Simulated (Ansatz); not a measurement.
## An inverse problem

Cell vectors (Å):

```
-2.3935  2.3935  1.3104
 2.3935 -2.3935  1.3104
 2.3935  2.3935 -1.3104
```

```tsv
atom	a	b	c
X	0.2500	0.7500	0.5000
X	0.5000	0.5000	0.0000
```

The calculation used PBEsol, all-electron PAW in Ansatz 0.2.0, datasets made for the crystal, scalar-relativistic. k mesh 18×18×18, strains of ±0.003, Fermi-Dirac smearing of 0.100 eV.

Elastic constants of a crystal by Kohn-Sham DFT: slopes of the stress over finite engineering strains of the given cell, Voigt indices, Cartesian axes as in the cell vectors.

```
index  elastic (GPa)
   11          165.5
   12          132.5
   13           63.7
   33          193.9
   44           59.1
   66           77.5
```

Question: All X atoms are one element. Which one was computed?

Answer: Si; the crystal is Si (I4_1/amd, a database entry that needn't be its stable phase).

Keep in mind: responses of metals move with mesh and smearing; elastic stability says nothing of phonons or of other phases.
